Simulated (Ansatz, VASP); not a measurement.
## One calculation of Ag, two programs

```
Ag
1.0
     4.77356    0.00000    0.00000
    -2.38678    4.13402    0.00000
     0.00000    0.00000    2.78335
Ag
3
Direct
  0.00000 0.00000 0.00000
  0.33333 0.66667 0.50000
  0.66667 0.33333 0.50000
```

Alike in both runs: functional PBE; k mesh 6 × 6 × 6; occupations gaussian, width 0.1 eV; no spin polarisation.

Ansatz relaxed the structure, and its values are those at the end. VASP's run is a single point on that final structure, the one shown.

```csv
,VASP,Ansatz
version,VASP 6.6.1,Ansatz 0.2.0
potentials or method,"VASP PAW PBE potentials, release 64 (Ag)","scalar-relativistic, plane waves, PAW"
plane-wave cutoff (eV),520,420
valence electrons in the cell,33,57
```

Ansatz gave:

| Item | Value |
| --- | --- |
| gap on the k mesh at the Fermi level (eV) | none |
| pressure (GPa) | -0.2 |

**Question.** What did VASP give for the same quantities?

**Answer.** gap on the k mesh at the Fermi level (eV): none; pressure (GPa): -0.4.

A gap of «none» marks a metal or a gap that the smearing closes. The functional is the same, so the differences come from potentials, cutoffs and numerics. The two sets of potentials don't hold the same shells in valence.

Caveats: the k mesh is coarse (spacing up to 0.38 Å⁻¹), so the values aren't converged.
